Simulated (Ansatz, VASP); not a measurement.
## Fe: VASP beside Ansatz

```
CELL_PARAMETERS angstrom
0.00000 1.82582 1.82582
1.82582 0.00000 1.82582
1.82582 1.82582 0.00000
ATOMIC_POSITIONS crystal
Fe 0.00000 0.00000 0.00000
```

Alike in both runs: functional PBE; k mesh 8 × 8 × 8; occupations gaussian, width 0.1 eV; collinear spin.

Ansatz relaxed the structure, and its values are those at the end. VASP's run is a single point on that final structure, the one shown.

|  | VASP | Ansatz |
| --- | --- | --- |
| version | VASP 6.6.1 | Ansatz 0.2.0 |
| potentials or method | VASP PAW PBE potentials, release 64 (Fe) | scalar-relativistic, plane waves, PAW |
| plane-wave cutoff (eV) | 520 | 420 |
| valence electrons in the cell | 8 | 16 |

```tsv
	VASP	Ansatz	Ansatz less VASP
gap on the k mesh at the Fermi level (eV)	none	none	-
pressure (GPa)	0.0	0.3	+0.30
net moment per atom (μB)	2.70	2.70	+0.001
size of the moment on the site where the two differ most (μB)	2.69	2.74	+0.045
```

Site moments also hang on the region over which each program counts them. A gap of «none» marks a metal or a gap that the smearing closes. The functional is the same, so the differences come from potentials, cutoffs and numerics. The two sets of potentials don't hold the same shells in valence.

Caveats: the k mesh is coarse (spacing up to 0.37 Å⁻¹), so the values aren't converged.
